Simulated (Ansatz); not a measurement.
Crystal: BaTe.

```
Ba Te
1.0
     6.82000    0.00000    0.00000
     0.00000    6.82000    0.00000
     0.00000    0.00000    6.82000
Ba Te
4 4
Direct
  0.00000 0.00000 0.00000
  0.00000 0.50000 0.50000
  0.50000 0.00000 0.50000
  0.50000 0.50000 0.00000
  0.50000 0.00000 0.00000
  0.00000 0.50000 0.00000
  0.00000 0.00000 0.50000
  0.50000 0.50000 0.50000
```

The cell isn't the ideal one: another cell of the same crystal, with 8 atoms.

```yaml
Program: Ansatz 0.2.0
Task: relaxation of cell and atoms
Functional: RPBE
Potentials_or_basis: Ansatz PAW
Cutoff: "420 eV (not typed: the program's choice for these potentials)"
k_mesh: 4 × 4 × 4
Occupations: tetrahedron
Spin: no spin polarisation
```

At the start: volume 39.65 Å³/atom.

Question: How do energy, volume and symmetry change on relaxing?

Answer: It ends after 4 steps and the volume is 45.98 Å³/atom (+16.0 %); space group Fm-3m (No. 225, to 0.05 Å).

The path:
```csv
step,energy change (eV),largest force (eV/Å),volume (Å³)
1,0.0000,0.0000,317.21
2,-0.7251,0.0000,365.91
3,-0.7262,0.0000,367.83
4,-0.7290,0.0000,367.83
```

Final structure:
```cif
data_structure
_symmetry_space_group_name_H-M 'P 1'
_symmetry_Int_Tables_number 1
_cell_length_a 7.1650
_cell_length_b 7.1650
_cell_length_c 7.1650
_cell_angle_alpha 90.000
_cell_angle_beta 90.000
_cell_angle_gamma 90.000
_cell_volume 367.83
loop_
_atom_site_label
_atom_site_type_symbol
_atom_site_fract_x
_atom_site_fract_y
_atom_site_fract_z
_atom_site_occupancy
Ba1 Ba 0.00000 0.00000 0.00000 1
Ba2 Ba 0.00000 0.50000 0.50000 1
Ba3 Ba 0.50000 0.00000 0.50000 1
Ba4 Ba 0.50000 0.50000 0.00000 1
Te1 Te 0.50000 0.00000 0.00000 1
Te2 Te 0.00000 0.50000 0.00000 1
Te3 Te 0.00000 0.00000 0.50000 1
Te4 Te 0.50000 0.50000 0.50000 1
```

Caveat: the volume moved by over 15 % at a fixed basis, so the end points are rough; the plane-wave basis is chosen anew once the cell has moved, so the energies of steps on either side of that aren't comparable; the PAW data sets come from PBE, with cores solved anew for the run's functional, which leaves a small shift of forces and pressure; with tetrahedron occupations forces and stress needn't match the slope of the energy.
